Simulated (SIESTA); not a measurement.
Runs of SIESTA 5.4.2 on Sc. The structure is hexagonal, space group P6_3/mmc (No. 194). The conventional cell has a = 3.309 Å, b = 3.309 Å, c = 5.273 Å, α = 90.00°, β = 90.00°, γ = 120.00°. Sc (site symmetry -6m2) is surrounded by 12 Sc at 3.26 to 3.31 Å. 

```csv
task,level,potentials or basis,cell,k mesh,force tolerance,displacement,optimiser,stress tolerance (GPa),basis type,grid cutoff,energy shift,other keys,gap on the mesh (eV),pressure (GPa),relaxed volume (Å³/atom)
relaxation of the atoms,PBEGcGxHEG,"PseudoDojo 0.4 standard (PBE files), DZ (energy shift 0.02 Ry)",atoms relaxed from: volume scaled by 1.15,9 × 9 × 5,0.02 eV/Å,-,-,-,-,800 Ry,0.02 Ry,-,none,-24.7,-
relaxation of cell and atoms,optB88-vdW,"PseudoDojo 0.4 standard (PBE files), SZP (energy shift 0.02 Ry)",relaxed,7 × 7 × 4,0.01 eV/Å,-,Broyden,0.05,-,1200 Ry,0.02 Ry,-,none,0.0,23.69
band structure,B86bPBE,"PseudoDojo 0.4 standard (PBE files), DZ (energy shift 0.02 Ry)",as given,9 × 9 × 5,-,-,-,-,-,800 Ry,0.02 Ry,-,none,-19.7,-
relaxation of cell and atoms,BP86,"PseudoDojo 0.5 standard (PBE files), DZP (energy shift 0.005 Ry)",relaxed,7 × 7 × 4,0.01 eV/Å,-,Broyden,0.05,-,1200 Ry,0.005 Ry,-,none,0.0,(a)
relaxation of the atoms,SOGGA,"PseudoDojo 0.4 standard (PBEsol files), SZ (energy shift 0.002 Ry; radii capped at 9.5 bohr)","atoms relaxed from: atoms moved at random, drawn with an rms of 0.02 Å",9 × 9 × 5,0.02 eV/Å,-,CG,-,-,800 Ry,0.002 Ry,-,none,-7.7,-
```

Alike in all rows: no spin polarisation; smearing fermi-dirac 0.05 eV.

Estimate the missing entries.

(a) 24.13.

Caveats: the potentials were made for another functional, which shifts forces and pressure; the basis of atomic orbitals isn't converged, which shifts pressures, moduli and gaps; the basis has no polarisation orbitals (some runs); semicore shells carry a single zeta, which can move pressures by several GPa and volumes by a few percent (some runs); the relaxation stopped at its first step, so nothing moved (some runs); so large a pressure means that the cell lies far from this level's equilibrium, or that cutoff or potentials fall short (some runs).

A gap of «none» marks a metal or a gap under the smearing width.
